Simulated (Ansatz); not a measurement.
# A film clamped to a substrate in AlGaN$_{2}$

Level of theory: Ansatz, DFT r2SCAN, scalar-relativistic, plane waves, PAW. Settings: plane waves to 500 eV, k-mesh 8×8×6 (Γ-centred), Gaussian smearing 0.05 eV. No spin polarisation. Energies are free energies at this smearing, counted from the undisturbed cell; pressure is positive in compression.

The starting cell (as given, not relaxed at this level; it stands at -0.4 GPa, and it needn't be the usual structure):

```
CELL_PARAMETERS angstrom
3.14088 0.00000 0.00000
0.00000 3.14088 0.00000
0.00000 0.00000 4.42384
ATOMIC_POSITIONS crystal
Al 0.50000 0.50000 0.50000
Ga 0.00000 0.00000 0.00000
N 0.50000 0.00000 0.73826
N 0.00000 0.50000 0.26174
```

The cell (4 atoms, V0 = 43.64 Å³) is strained by p along both x and y and by q along z, fractional coordinates fixed. τp = (1/V0) ∂E/∂p = (σxx + σyy)(1 + p)(1 + q) and τq = (1/V0) ∂E/∂q = σzz(1 + p)², with tension positive.

| p | q | ΔE (meV/atom) | τp (GPa) | τq (GPa) |
| --- | --- | --- | --- | --- |
| 0.000 | 0.000 | 0.00 | 0.74 | 0.37 |
| -0.015 | 0.000 | 6.42 | -13.53 | -4.53 |
| 0.015 | 0.000 | 7.49 | 13.73 | 4.82 |
| 0.000 | -0.015 | 1.87 | -4.12 | -4.04 |
| 0.000 | 0.015 | 2.60 | 5.23 | 4.70 |

Q: Get the second derivatives of the energy density.

A: Central differences give A = ∂τp/∂p = 909 GPa (C11 + C22 + 2 C12), C = ∂τq/∂q = 291 GPa (C33) and the cross term B = ∂τq/∂p = 312 GPa (C13 + C23); ∂τp/∂q = 311 GPa must equal B, and any difference shows higher-order terms. The ions are clamped.

Q: A film of this crystal grows with z along the normal on a substrate that imposes p. How does its thickness respond, and what does the misfit cost?

A: Count p and q from the stress-free cell. A free surface needs τq = 0, so q = −(B/C) p = -1.07 p. The energy density left is (A − B²/C) p²/2 = M p², with the biaxial modulus M = 287 GPa; a misfit of 1 % costs 1.96 meV/atom, against 3.09 meV/atom if the thickness were held.

Forces appear on the atoms along this scan, and letting them relax would lower the energy and soften the response.

The film thins slightly more, in relative terms, than it is stretched along each in-plane axis, but its volume still grows, and this freedom removes a substantial part of the misfit energy. The reason lies in the tetrahedral network of polar covalent bonds. Thinning turns the bonds towards the plane and takes back much of their stretch, at the price of bent angles, which are softer than bond lengths.

The cell is a zinc-blende lattice with Al and Ga in alternating layers along z, and the elastic response stays close to cubic: half of A nearly equals C plus half of B. The chemical contrast between the layers thus hardly shows in these constants. In the parent zinc-blende lattice, symmetry forbids internal displacements under strains along the cube axes. Here only the difference between Al–N and Ga–N bonds drives them, so ionic relaxation would probably change the modulus little.

The thickness response shouldn't be carried over to the usual basal-plane wurtzite films, whose stiffer axis and weaker cross-coupling make them thin less.
